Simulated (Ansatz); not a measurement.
## Na: enthalpy against pressure

Na, P6_3/mmc, a = 3.753 Å, c = 12.143 Å. This isn't the element's structure at ambient conditions. Ansatz: PBE, PAW, 420 eV, Γ-centred 12×12×4 mesh on 4 atoms, Gaussian smearing 0.10 eV; no spin polarisation. Cell and atoms are relaxed at each pressure, and no other structure is tried, so the rows at high pressure may lie past a change of phase. y is the enthalpy over the state at zero pressure; there V0 = 37.024 Å³/atom. The pressures are the targets, met within 0.07 GPa.

```
P (GPa) y (eV/atom)
    0.0       0.0000
    3.0       0.6041
    8.0       1.4132
   15.0       2.3617
   30.0            ?
   60.0       6.7145
```

Problem. Fit y = c1 P + c2 P² + c3 P³ to the other rows, say what c1 and c2 mean, and predict the missing value.

Solution. Least squares on the rows shown. y = 0.20676 P − 0.0038756 P² + 3.8245×10⁻⁵ P³. Since dH/dP = V, c1 is V0: 0.20676 eV/GPa × 160.2 = 33.123 Å³ against 37.024; c2 = −V0/(2B0) gives B0 = 27 GPa, where a Birch–Murnaghan fit to the volumes of the same runs (not shown) gives 7.5 GPa. The volume falls by 65 % over the range, most steeply at the start, which a cubic can't follow: here c1 isn't V0 and c2 doesn't give B0. Above P = −c2/(3 c3) = 34 GPa the cubic's slope, the volume, would rise with pressure, so the form fails there. At P = 30.0 the fit asked for gives 3.7474 eV/atom. The run gave 4.0336 eV/atom, so the fit is 0.2862 eV/atom too low, 4.3 % of the span of the series, against an rms of 0.0109 eV/atom on the fitted rows. With a term in P⁴ added, a fit to the same known rows (none to spare) predicts 4.6003 eV/atom, which misses by about as much or more on the other side: the known rows don't fix the higher terms. Also, this row ran on the mesh 18×18×6, its neighbour on 18×18×4, which can shift it a little.

The mesh isn't the same in all rows (12×12×4, 18×18×4, 18×18×6).